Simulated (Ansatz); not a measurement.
The geometry is COD entry 1540257, unchecked; take it as a test cell. The listed cell was then made from it by scaling, straining or moving an atom.

AlAs: DFT, PBEsol, all-electron PAW with datasets made for the crystal, scalar-relativistic (Ansatz 0.2.0). What sets it apart from a plain run of this crystal: equal xx and yy strain of +1 %.

Command: `ansatz run input.yaml --threads 1 --pin off --max-ram 3072MiB --backend cpu --events-out ev --progress --plain --runs-dir out` The run took 13 s on 1 thread of Intel(R) Xeon(R) Platinum 8488C (Sapphire Rapids), on a shared host, peak memory 0.51 GiB.

```yaml
crystal:
  lattice:
    - [0.0, 2.858704, 2.8304]
    - [2.858704, 0.0, 2.8304]
    - [2.858704, 2.858704, 0.0]
  atoms:
    - { symbol: Al, position: [0.0, 0.0, 0.0] }
    - { symbol: As, position: [0.75, 0.75, 0.75] }
kpoints:
  mp_grid: { grid: [11, 11, 11] }
scf:
  occupations: { method: fermi_dirac, width: 0.05 }
hamiltonian:
  xc: pbesol
  pseudopotentials: { kind: all_electron, datasets: crystal }
output:
  forces: true
  stress: true
  eigenvalues: true
  efg: { contact_densities: true }
```

Output:

```
hamiltonian.pseudopotentials.datasets: crystal makes datasets for this crystal and solves the spheres of its atoms anew in each pass: cutoff 160.0 eV, the density's 960.0 eV; for an error of 0.50 meV an atom under PBE, 1.0 meV for the cell; an energy difference from a run of another recipe may be off by several times the error for the cell, under r2SCAN by more, where some 0.1 meV an atom stays at smaller errors; Al in spheres of 1.159 Å, 3 of its electrons in bands, 8 on its site; As in spheres of 1.302 Å, 5 of its electrons in bands, 10 on its site; only band paths and densities of states list, in semicore columns, the levels of the semicore shells that are solved separately: 2s of Al, 2p of Al, 3d of As
Engine: ansatz 0.2.0
Pseudopotentials: kind: all_electron
Pseudopotential: Al, paw, valence charge 11, recommended cutoff 160 eV (normal), Koelling and Harmon's equation, gaussian nucleus
Pseudopotential: As, paw, valence charge 15, recommended cutoff 160 eV (normal), Koelling and Harmon's equation, gaussian nucleus
Functional definition: PBEsol
  exchange = pbesol_x
  correlation = pbesol_c
Crystal: 2 atoms, lattice volume = 46.261 Å³
Basis set: ecut = 160 eV, 181 PW (Γ), exchange–correlation on 48×48×48 points (8 copies of the dense FFT grid, shifted against one another)
Bands: 8, of which v1, the nominal top of the filled ones, is band 4 counted from 1 (3 counted from 0)
Symmetry: 8 space group operations
Space group: I-4m2 (ITA 119), of the structure as read, at distance tolerance 3.6e-5 Å
k-points: 126 of 1331 (time reversal used)
Non-local potential: Al, projectors of the file, l = 0: 1, l = 1: 1
Non-local potential: As, projectors of the file, l = 0: 1, l = 1: 1
PAW form: soft (Blöchl's): semilocal exchange-correlation on the pseudo side does not see the compensation charge
PAW one-centre angular grid: Al, 110 points (default); XC on its mesh's 1947 points in the sphere
PAW one-centre angular grid: As, 110 points (default); XC on its mesh's 1891 points in the sphere
Initial density: superposition of atomic densities (neutral atoms: chi_scale 0, normalization atom)
Initial wavefunctions: pseudopotential atomic-orbital guess
Functional: x = pbesol(κ = 0.804, μ = 0.12345679012345678), c = pbesol(β = 0.046)
iter 1 solved again at ethr=1.07e-2 eV; its pass at ethr=1.00e-1 eV (dr2=8.60e-1 eV) is discarded
SCF iter   1: F=—  HF=-68076.460560 eV  |F-HF|=—  |Δ(HF+E_count)|=         —  Δρ=3.73e-2  dr2=8.88e-1  ethr=1.07e-2  ⟨swp⟩=2.3  Hψ=5923  notcnv=0
preconditioner: auto → none  [insulator: Δε(μ)=1.891 eV  Ē_g=10.028 eV  σ=0.050 eV  W_gap=1.00  n_scr=8 (ndim 8)  ℏωp=15.4 eV  f_vac=0.000  D(μ)=0.00/eV (n_scr^D=0)  ε∞_Penn≈3.4]
iter 2 solved again at ethr=9.21e-4 eV; its pass at ethr=1.07e-2 eV (dr2=7.37e-2 eV) is discarded
SCF iter   2: F=—  HF=-68076.273939 eV  |F-HF|=—  |Δ(HF+E_count)|=   1.87e-1  Δρ=1.49e-2  dr2=7.72e-2  ethr=9.21e-4  ⟨swp⟩=2.8  Hψ=4269  notcnv=0  defer=15
SCF iter   3: F=—  HF=-68076.278848 eV  |F-HF|=—  |Δ(HF+E_count)|=   4.91e-3  Δρ=4.01e-3  dr2=8.07e-3  ethr=9.21e-4  ⟨swp⟩=2.0  Hψ=2018  notcnv=0  defer=1
SCF iter   4: F=—  HF=-68076.279854 eV  |F-HF|=—  |Δ(HF+E_count)|=   1.01e-3  Δρ=5.71e-4  dr2=9.65e-5  ethr=1.01e-4  ⟨swp⟩=2.2  Hψ=2353  notcnv=0  defer=7
SCF iter   5: F=—  HF=-68076.281618 eV  |F-HF|=—  |Δ(HF+E_count)|=   1.76e-3  Δρ=2.12e-4  dr2=6.33e-6  ethr=1.21e-6  ⟨swp⟩=3.0  Hψ=2656  notcnv=0  defer=1
SCF iter   6: F=—  HF=-68076.281658 eV  |F-HF|=—  |Δ(HF+E_count)|=   4.06e-5  Δρ=7.24e-5  dr2=8.68e-7  ethr=7.92e-8  ⟨swp⟩=2.0  Hψ=1524  notcnv=0
SCF iter   7: F=—  HF=-68076.281663 eV  |F-HF|=—  |Δ(HF+E_count)|=   5.05e-6  Δρ=4.03e-5  dr2=2.70e-7  ethr=1.08e-8  ⟨swp⟩=2.0  Hψ=1525  notcnv=0
SCF iter   8: F=-68076.281664 eV  HF=-68076.281664 eV  |F-HF|=2.53e-8  |Δ(HF+E_count)|=   1.23e-6  Δρ=6.79e-6  dr2=1.70e-8  ethr=3.37e-9  ⟨swp⟩=2.7  Hψ=1603  notcnv=0
SCF 1 converged in 8 iterations: F = -68076.281642 eV  dr2 = 1.70e-8
  Residual-converged pass: ⟨swp⟩=3.2  Hψ=1954  notcnv=0  max |occ|·‖R‖ = 5.3e-6 eV (tolerance 5.3e-6 eV)  dr2=1.44e-8  dr2_onsite=3.86e-8  max |Δocc| = 1.8e-12
  greatest PAW one-centre occupation: 0.683 electrons in one spin orbital (limit 2), on the As atom at site 1 (counted from 0), in its partial waves of l = 0
SCF converged after 8 iterations
Free energy (F): -68076.281642 eV
Harris-Foulkes:  -68076.281642 eV  (|F-HF|=2.53e-8)
Internal energy: -68076.281642 eV  (E = F + TS)
E sigma→0 (E₀):  -68076.281642 eV
Entropy (-TS):   -0.000000 eV (-0.000 meV/atom)
Past the cutoff: the bands carry plane waves up to 1.75 times it, of which those up to 1.5 times it add -0.000549 eV an atom, each by itself; the spheres take 0.000216 eV an atom off the energy for waves past 1.75 times it
By the cutoff:   a pressure is off by up to 0.006 GPa (1.2 times the spheres' own share and the shells' term, over an atom's volume, and 0.004 GPa: a bound that held against runs at twice the plane waves)
Past the cutoffs: a stress includes 0.0016 GPa for waves and charges beyond them, in addition to the slope of what the spheres take
In the spheres:  the bands' charges fall short by 3.4e-7 e at most (sound up to 1e-3), those of shells solved beside the bands by 9.7e-8 e (sound up to 5e-4)
Fermi energy:    7.744840 eV
--- Per-component energies (eV) ---
  The terms above E_closure are by the made datasets' own strengths, without shells solved beside the bands.
--- Forces (eV/Å), atoms counted from 1 ---
  atom   1  Al    -0.00000000    -0.00000000    -0.00000000
  atom   2  As     0.00000000     0.00000000     0.00000000
  max |Σ_I F_I| component: 6.25e-17 eV/Å
--- Stress (GPa, compression-positive) ---
       -1.076248       0.000000      -0.000000
        0.000000      -1.076248       0.000000
        0.000000       0.000000      -0.551622
  P = ⅓ Tr σ = -0.9014 GPa (-9.014 kbar)
  It holds what live shells' own plane waves past their cutoff add
--- PAW observables at the nuclei: V_zz in 10²¹ V/m², potentials from the cell's mean, atoms counted from 1 ---
  atom   1  Al V_zz =    +0.078005   η = 0.0000   by run symmetry: allowed
            electrostatic potential = -1225.810831 V   contact ρ = 10049.518760 e/Å³
  atom   2  As V_zz =    -0.255502   η = 0.0000   by run symmetry: allowed
            electrostatic potential = -4511.236868 V   contact ρ = 235113.514916 e/Å³
--- Band table (eV; the first three rows and the last of 126) ---
  k-point 0: bands = ["-4.7483", "7.0170", "7.0170", "7.0643", "8.8419", "11.2611"]
  k-point 1: bands = ["-4.6688", "6.1188", "6.9261", "6.9630", "9.4566", "11.3889"]
  k-point 2: bands = ["-4.4390", "4.6899", "6.7119", "6.7602", "9.6761", "11.7459"]
  k-point 125: bands = ["-2.8216", "1.7499", "4.5409", "4.9019", "8.5946", "9.5659"]
```
